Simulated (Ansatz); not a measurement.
Space group Fm-3m (No. 225). a = 3.998 Å, b = 3.998 Å, c = 3.998 Å, α = 90.00°, β = 90.00°, γ = 90.00°
```tsv
atom	site	symmetry	x	y	z
W	4a	m-3m	0.0000	0.0000	0.0000
```

Equation of state of this W structure (not necessarily the ground state), with shape and atoms relaxed at each volume where symmetry leaves them free. It has no gap at any of these volumes. The calculation used Ansatz, DFT PBEsol, scalar-relativistic, plane waves, PAW.

Settings: cutoff 420 eV, Γ-centred mesh 18×18×18 on the computed 1-atom cell, Gaussian smearing of 0.10 eV; no spin polarisation.

```tsv
V (Å³/atom)	E − E(largest V) (meV/atom)	P (GPa)
14.059	138.90	49.35
14.538	14.24	34.32
15.017	-68.53	21.17
15.497	-114.14	9.72
15.976	-127.86	0.00
16.455	-114.90	-8.34
16.934	-78.87	-15.57
17.574	0.00	-23.69
```

Q: Fit a third-order Birch–Murnaghan equation to E(V).

A: V0 = 15.97 Å³/atom, B0 = 301 GPa, B0' = 4.1.

Spin-orbit coupling is left out, which matters for the bands of heavy elements.

This fcc form isn't the element's structure at ambient conditions.